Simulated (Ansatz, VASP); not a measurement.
# One calculation of BAs, two programs

POSCAR

```
BAs
1.0
    0.0000000000      2.3918676044      2.3918676044
    2.3918676044      0.0000000000      2.3918676044
    2.3918676044      2.3918676044      0.0000000000
B As
1 1
Direct
    0.0000000000      0.0000000000      0.0000000000
    0.2500000000      0.2500000000      0.2500000000
```

The input INCAR.step1:

```
SYSTEM = BAs
PREC = Accurate ; ENCUT = 520
EDIFF = 1E-5 ; ISMEAR = 0
SIGMA = 0.01 ; LREAL = .False.
LASPH = .True. ; NELM = 60
ALGO = Normal ; ISIF = 2
LWAVE = .True. ; LCHARG = .False.
NBANDS = 11 ; GGA = PE
```

INCAR.step2

```
SYSTEM = BAs
PREC = Accurate ; ENCUT = 520
EDIFF = 1E-7 ; ISMEAR = 0
SIGMA = 0.01 ; LREAL = .False.
LASPH = .True. ; NELM = 60
ALGO = Normal ; ISIF = 2
LWAVE = .False. ; LCHARG = .False.
GGA = PE ; LHFCALC = .True.
HFSCREEN = 0.2079 ; PRECFOCK = Normal
NBANDS = 11 ; ISTART = 1
```

The input KPOINTS:

```
Automatic mesh
0
Gamma
  4 4 4
  0 0 0
```

Input for Ansatz:

```yaml
crystal:
  lattice:
    - [0.0, 2.3918676044, 2.3918676044]
    - [2.3918676044, 0.0, 2.3918676044]
    - [2.3918676044, 2.3918676044, 0.0]
  atoms:
    - { symbol: B, position: [0.0, 0.0, 0.0] }
    - { symbol: As, position: [0.25, 0.25, 0.25] }
kpoints:
  mp_grid: { grid: [4, 4, 4] }
hamiltonian:
  xc: hse06
scf:
  occupations: { method: fixed }
  n_extra_bands: 4
output:
  forces: true
  stress: true
  eigenvalues: true
```

The cell was built by a generator and needn't be a form met in nature.

Alike in both runs: task single point; functional HSE06; k mesh 4 × 4 × 4; no spin polarisation.

|  | VASP | Ansatz |
| --- | --- | --- |
| version | VASP 6.6.1 | Ansatz 0.2.0 |
| potentials or method | VASP PAW PBE potentials, release 64 (B, As) | plane waves, PAW |
| plane-wave cutoff (eV) | 520 | 420 |
| occupations | gaussian, width 0.01 eV | fixed |
| valence electrons in the cell | 8 | 18 |

Ansatz gave:

```
gap on the k mesh at the Fermi level (eV) : 2.11
pressure (GPa)                            : -0.5
```

**Question.** Estimate VASP's values.

**Answer.** gap on the k mesh at the Fermi level (eV): 2.12; pressure (GPa): -0.6.

The two sets of potentials don't hold the same shells in valence. Ansatz warned: «stress_exchange_threshold_loose».

Caveats: the k mesh is coarse (spacing up to 0.57 Å⁻¹), so the values aren't converged, least of all with exact exchange; the PAW data sets were made with another functional, which shifts forces and pressure a little (VASP). A k mesh can miss the band edges.
